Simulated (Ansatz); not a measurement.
How settings move the G0W0 gap of LiF (Fm-3m)

LiF (started from an entry of an open crystallographic database), relaxed with r2SCAN; one-shot G0W0 in Ansatz without spin-orbit coupling. Spin-unpolarised throughout; all numbers are computed.

```cif
data_structure
_symmetry_space_group_name_H-M 'P 1'
_symmetry_Int_Tables_number 1
_cell_length_a 2.8212
_cell_length_b 2.8212
_cell_length_c 2.8212
_cell_angle_alpha 60.000
_cell_angle_beta 60.000
_cell_angle_gamma 60.000
_cell_volume 15.88
loop_
_atom_site_label
_atom_site_type_symbol
_atom_site_fract_x
_atom_site_fract_y
_atom_site_fract_z
_atom_site_occupancy
Li1 Li 0.00000 0.00000 0.00000 1
F1 F 0.50000 0.50000 0.50000 1
```

Gaps are read over the mesh points alone. G0W0 here is at a finite number of bands, screening cutoff and k mesh, not at the basis limit.

| start | potentials | frequency model | mesh | empty bands | screening cutoff (eV) | Kohn-Sham gap (eV) | G0W0 gap (eV) |
| --- | --- | --- | --- | --- | --- | --- | --- |
| PBE | PAW | contour deformation | 8×8×8 | 36 | 100 | 9.35 | 13.46 |
| PBE | PAW | contour deformation | 8×8×8 | 87 | 180 | 9.35 | 13.67 |
| PBE | PAW | contour deformation | 8×8×8 | 168 | 260 | 9.35 | 13.81 |
| HSE06 | PAW | contour deformation | 8×8×8 | 87 | 180 | 11.67 | 14.65 |
| r2SCAN | PAW | contour deformation | 8×8×8 | 87 | 180 | 10.33 | 14.18 |
| PBE0 | PAW | contour deformation | 8×8×8 | 87 | 180 | 12.43 | 14.86 |
| PBE | PAW | Godby-Needs pole | 8×8×8 | 87 | 180 | 9.35 | 13.66 |
| PBE | PAW | contour deformation | 10×10×10 | 25 | 80 | 9.35 | 13.47 |
| PBE | norm-conserving | contour deformation | 8×8×8 | 87 | 180 | 9.32 | 13.65 |

Over the mesh points the PBE gap of 9.35 eV becomes a quasiparticle gap of 13.81 eV (direct at Γ), a change of +4.46 eV. Renormalisation factors Z lie between 0.81 and 0.89.

Raising bands and cutoff together moves the gap by +0.21 eV (100 to 180 eV), then +0.14 eV (180 to 260 eV); the last step is still large, so the basis limit isn't reached. Starting from HSE06 (11.67 eV against PBE's 9.35 eV) gives 14.65 eV, +0.98 eV from G0W0@PBE at the same screening cutoff. Starting from r2SCAN (10.33 eV against PBE's 9.35 eV) gives 14.18 eV, +0.51 eV from G0W0@PBE at the same screening cutoff. Starting from PBE0 (12.43 eV against PBE's 9.35 eV) gives 14.86 eV, +1.19 eV from G0W0@PBE at the same screening cutoff. The Godby-Needs plasmon pole differs from contour deformation by -0.01 eV. Norm-conserving potentials (wave cutoff 1320 eV against 420 eV) shift the quasiparticle gap by -0.02 eV and the PBE gap by -0.03 eV. r2SCAN runs take a wave cutoff of 500 eV.
